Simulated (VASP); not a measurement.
The system is TiO.

```
Ti O
1.0
     3.00943    0.00000    0.00000
    -1.50472    2.60625    0.00000
     0.00000    0.00000    2.93706
Ti O
1 1
Direct
  0.00000 0.00000 0.00000
  0.66667 0.33333 0.50000
```

The cell comes from a database or a generator and needn't be the stable form of this composition.

Base run:

```yaml
Program: VASP 6.6.1
Functional: PBEsol
Potentials_or_basis: VASP PAW PBE potentials, release 64 (Ti_sv, O)
Cutoff: 520 eV
k_mesh: 7 × 7 × 6
Occupations: gaussian, width 0.05 eV
Spin: collinear spin, ferromagnetic start
Starting_moments: "[1.0, 0.0] μB"
Fixed_moment: 2 μB
```

Its results: pressure -15.2 GPa; site moments Ti +1.57; O -0.01 μB.

The run is repeated on the same cell with these changes: fixed moment from 2 μB to 4 μB; hubbard terms from none to Ti d U = 4 eV. What comes out?

Pressure 42.6 GPa; site moments Ti +2.25; O +0.90 μB.

Caveats: the PAW data sets were made with another functional, which shifts forces and pressure a little; the total moment is fixed, so each spin has its own Fermi level; the moment is held away from its start (some runs); a pressure of tens of GPa on the cell as given is suspect, and the run, the potentials or the cell itself is likely at fault (some runs).
